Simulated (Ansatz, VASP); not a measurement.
Given: the input of a run of Ansatz 0.2.0 on SnSe.

input.yaml

```yaml
crystal:
  lattice:
    - [4.2853274191, 0.0, 0.0]
    - [0.0, 4.2853274191, 0.0]
    - [0.0, 0.0, 10.99069213]
  atoms:
    - { symbol: Sn, position: [0.0, 0.5, 0.62777089] }
    - { symbol: Sn, position: [0.5, 0.0, 0.37222911] }
    - { symbol: Se, position: [0.0, 0.5, 0.38396051] }
    - { symbol: Se, position: [0.5, 0.0, 0.61603949] }
hamiltonian:
  xc: pbe
  pseudopotentials: { kind: paw }
kpoints:
  mp_grid: { grid: [6, 6, 3] }
scf:
  occupations: { method: fermi_dirac, width: 0.05 }
output:
  forces: true
  stress: true
  eigenvalues: true
```

Potentials or basis: Ansatz PAW.

Run with:

```sh
$ ansatz run input.yaml --threads 2 --pin off --max-ram 5120MiB --backend cpu --events-out ev --progress --plain --runs-dir out
```

Question: Set up the same calculation for VASP 6.6.1. Potentials there: VASP PAW PBE potentials, release 64 (Sn_d, Se).

Answer: As run (the cutoff follows the program's own potentials):

INCAR

```
ALGO = Normal
EDIFF = 1E-7
ENCUT = 520
GGA = PE
ISIF = 2
ISMEAR = -1
LASPH = T
LCHARG = F
LREAL = F
LWAVE = F
NBANDS = 28
NELM = 80
PREC = Accurate
SIGMA = 0.05
```

The input KPOINTS:

```
k-points
0
Gamma
  6 6 3
```

The input POSCAR:

```
SnSe
1.0
    4.2853274191      0.0000000000      0.0000000000
    0.0000000000      4.2853274191      0.0000000000
    0.0000000000      0.0000000000     10.9906921300
Sn Se
2 2
Direct
    0.0000000000      0.5000000000      0.6277708900
    0.5000000000      0.0000000000      0.3722291100
    0.0000000000      0.5000000000      0.3839605100
    0.5000000000      0.0000000000      0.6160394900
```

Potentials or basis: VASP PAW PBE potentials, release 64 (Sn_d, Se).

The run is started by

```bash
$ cat potpaw_PBE.64/Sn_d/POTCAR potpaw_PBE.64/Se/POTCAR > POTCAR
$ mpirun -np 1 vasp_std > vasp.out
```

Both were run:

|  | VASP | Ansatz | Ansatz less VASP |
| --- | --- | --- | --- |
| gap on the k mesh at the Fermi level (eV) | 1.52 | 1.53 | +0.006 |
| least direct gap on the mesh (eV) | 1.52 | 1.53 | +0.006 |
| rms of the force components (eV/Å) | 0.125 | 0.117 | -0.0079 |

Atom by atom the forces differ by 0.008 eV/Å (rms over components). The two sets of potentials don't hold the same shells in valence.

Caveats: spin-orbit coupling is left out, which moves the levels of the heavy elements; odd divisions of the mesh miss points on the zone boundary, where band edges often lie, so the gap on the mesh can be too wide (Ansatz).
